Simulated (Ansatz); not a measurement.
# Effect of isotropic strain −5.25 % on GeTe

Consider GeTe (space group R3m, No. 160; a = 4.1870 Å, c = 11.0604 Å (hexagonal axes); layered).

Modification: an isotropic linear strain of −5.25 %; the atoms relax in the strained cell.

Calculations: r2SCAN in Ansatz (plane waves to 500 eV, PAW, scalar-relativistic without spin-orbit coupling). k-mesh 10×10×10 (Γ-centred); smearing 0.05 eV (Fermi–Dirac).

* **Volume per atom**: 23.81 Å³ (base 27.99 Å³)
* **Space group**: R3m (No. 160) (base R3m (No. 160))
* **Energy relative to the base (free energy F)**: +95 meV/atom
* **Pressure (mean of the normal stresses, compression positive)**: 8.4 GPa (base 0.0 GPa)
* **Band gap**: zero (an upper bound: an edge found on the path is not a true extremum; the base alone) (base 0.64 eV)
* **Largest internal atomic displacement**: 0.082 Å

Cost of the whole job for the changed cell (relaxation, final SCF and bands): about 3 core-minutes (a rough figure).

The mesh was chosen for an insulator and is coarse for the gapless case. Spin-orbit coupling, missing from the scalar runs, can matter with Te. Whether these cells are dynamically stable was not tested. The final runs are not spin-polarised. No dispersion term is included, though the crystal is made of layers, chains or molecules, so its spacings can come out too wide. The zero or small gap of GeTe under isotropic strain −5.25 % can change with the level of theory.

Ansatz is a first-principles code.
